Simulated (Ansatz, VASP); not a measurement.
## One calculation of LiF (Griceite), two programs

```
F Li
1.0
     0.00000    2.01400    2.01400
     2.01400    0.00000    2.01400
     2.01400    2.01400    0.00000
F Li
1 1
Direct
  0.50000 0.50000 0.50000
  0.00000 0.00000 0.00000
```

Alike in both runs: functional r2SCAN; k mesh 11 × 11 × 11; occupations fermi-dirac, width 0.05 eV; no spin polarisation.

```csv
,VASP,Ansatz
version,VASP 6.6.1,Ansatz 0.2.0
potentials or method,"VASP PAW PBE potentials, release 64 (F, Li_sv)",Ansatz PAW
plane-wave cutoff (eV),520,500
valence electrons in the cell,10,10
task,single point,band structure
```

|  | VASP | Ansatz | Ansatz less VASP |
| --- | --- | --- | --- |
| gap on the k mesh at the Fermi level (eV) | 10.27 | 10.06 | -0.206 |
| least direct gap on the mesh (eV) | 10.27 | 10.06 | -0.206 |

Caveats: an odd mesh through Γ misses points on the zone boundary, where band edges often lie (VASP). r2SCAN opens gaps a little over a GGA but as a rule still falls short of measured ones.
